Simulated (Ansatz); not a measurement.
C2H4O2 can be A, `C1OCO1`, or B, `CC(=O)O`.

Gas-phase electronic energies from Ansatz, PBE0-D4/def2-TZVP geometries. CCSD(T)/CBS adds triple-zeta CCSD(T) − MP2 to the extrapolated MP2 energy (def2 sets, frozen cores). Functionals use def2-TZVPP. B3LYP here is the variant with VWN-RPA as its local correlation; programs differ in this. One conformer a species, not always the lowest.

A:

Z-matrix (Å, degrees):
```
C
C 1 1.948
O 1 1.417 2 46.6
O 1 1.417 2 46.6 3 179.9
H 1 1.098 2 124.7 3 89.9
H 1 1.098 2 124.5 3 -90.1
H 2 1.098 1 124.7 3 -89.9
H 2 1.098 1 124.5 3 90.1
```

B:

```xyz
8

C     0.746   -0.100   -0.596
C    -0.575    0.036    0.090
O    -1.651    0.028   -0.442
O    -0.430    0.176    1.422
H     1.360    0.779   -0.393
H     1.280   -0.966   -0.202
H     0.592   -0.210   -1.666
H    -1.322    0.257    1.788
```

Question: Which is lower in electronic energy at CCSD(T)/CBS, and by how much? (Best estimate.)

Answer: The calculation gave: B, by 53.7 kcal/mol.

Question: Give E(B) − E(A) in kcal/mol with CCSD/def2-TZVPP, BLYP-D4, CCSD(T)/def2-SVP, HF/def2-TZVPP, r2SCAN-D4, B2PLYP, B3LYP-D4. (Best estimate.)

Answer: Computed: CCSD/def2-TZVPP -52.3, BLYP-D4 -57.3, CCSD(T)/def2-SVP -55.8, HF/def2-TZVPP -53.3, r2SCAN-D4 -56.3, B2PLYP -55.8, B3LYP-D4 -55.7. None reverses the order clearly.

Question: Does the order hold for the free energy at 298.15 K (harmonic terms from PBE0-D4)? (Best estimate.)

Answer: The calculation gave: Yes: G(B) − G(A) = -56.1 kcal/mol, for one conformer each.

Largest T1 diagnostic: 0.015.

At CCSD(T), def2-SVP lies −2.2 kcal/mol from the extrapolated value and def2-TZVPP +0.7 kcal/mol. From BLYP to BHLYP (50 % exact exchange), in def2-TZVPP and without D4, E(B) − E(A) moves by +3.6 kcal/mol.
